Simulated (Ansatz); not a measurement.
Pb, DFT, PBE, PAW with Ansatz's default frozen-core files, fully relativistic files with spin-orbit coupling (Ansatz 0.2.0), run on 1 thread of Arm Neoverse V1 on a shared host.

The cell is COD entry 1537623, as deposited and not checked against the literature; nothing was relaxed.

Command: `ansatz run input.yaml --threads 1 --pin off --max-ram 2048MiB --backend cpu --events-out ev --progress --plain --runs-dir out`

```yaml
crystal:
  lattice:
    - [3.4800006906, 0.0, 0.0]
    - [-1.7400003453, 3.0137690032, 0.0]
    - [0.0, 0.0, 5.59]
  atoms:
    - { symbol: Pb, position: [0.3333333333, 0.6666666667, 0.25] }
    - { symbol: Pb, position: [0.6666666667, 0.3333333333, 0.75] }
kpoints:
  mp_grid: { grid: [14, 14, 8] }
  band_path:
    path:
      - [0.0, 0.0, 0.0]
      - [0.5, 0.0, 0.0]
      - [0.3333333333, 0.3333333333, 0.0]
      - [0.0, 0.0, 0.0]
      - [0.0, 0.0, 0.5]
      - [0.5, 0.0, 0.5]
      - [0.3333333333, 0.3333333333, 0.5]
      - [0.0, 0.0, 0.5]
      - [0.5, 0.0, 0.5]
    npoints: 5
scf:
  occupations: { method: fermi_dirac, width: 0.08 }
hamiltonian:
  xc: pbe
  pseudopotentials: { kind: paw_fr }
output:
  forces: true
  stress: true
  eigenvalues: true
  efg: { contact_densities: true }
  write_density: true
  write_potential: true
  elf: true
  volumetric_format: npy
magnetization:
  noncollinear: true
  spin_orbit: true
```

**Question.** How large is the problem that the program sets up?

**Answer.** 120 irreducible k-points, 1117 plane waves at Γ, 36 bands.

**Question.** About how long does it take, and how much memory does it use?

**Answer.** 78 s of wall time for 7 SCF iterations, with a peak of 0.77 GiB. Times on shared machines scatter by tens of per cent.

**Question.** And the same cell and mesh by LAPW (all electrons), asked for forces, stress, eigenvalues, noncollinear, spin_orbit and the same band path, on the same hardware?

**Answer.** 10 min, peak memory 1.4 GiB.
